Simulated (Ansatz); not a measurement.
La:

```
La
1.0
     3.75000    0.00000    0.00000
    -1.87500    3.24760    0.00000
     0.00000    0.00000    6.07000
La
2
Direct
  0.66667 0.33333 0.75000
  0.33333 0.66667 0.25000
```

This isn't the form of La at room conditions, which is double hcp.

```yaml
Program: Ansatz 0.2.0
Task: relaxation of cell and atoms
Functional: PBEsol
Potentials_or_basis: Ansatz PAW
Cutoff: "420 eV (not typed: the program's choice for these potentials)"
k_mesh: 8 × 8 × 5
Occupations: fermi-dirac, width 0.05 eV
Spin: no spin polarisation
```

At the start: volume 36.96 Å³/atom.

Task: How do energy, volume and symmetry change on relaxing?

Result: It ends after 4 steps and the volume is 34.77 Å³/atom (-5.9 %); space group P6_3/mmc (No. 194, to 0.05 Å).

The path:
| step | energy change (eV) | largest force (eV/Å) | volume (Å³) |
| --- | --- | --- | --- |
| 1 | 0.0000 | 0.0000 | 73.92 |
| 2 | -0.0182 | 0.0000 | 71.08 |
| 3 | -0.0209 | 0.0000 | 69.54 |
| 4 | -0.0209 | 0.0000 | 69.54 |

Final structure:
```yaml
crystal:
  lattice:
    - [3.68089, 0.00000, 0.00000]
    - [-1.84044, 3.18774, 0.00000]
    - [0.00000, 0.00000, 5.92612]
  atoms:
    - { symbol: La, position: [0.66667, 0.33333, 0.75000] }
    - { symbol: La, position: [0.33333, 0.66667, 0.25000] }
```

Caveat: the plane-wave basis is chosen anew once the cell has moved, so the energies of steps on either side of that aren't comparable; the PAW data sets come from PBE, with cores solved anew for the run's functional, which leaves a small shift of forces and pressure.
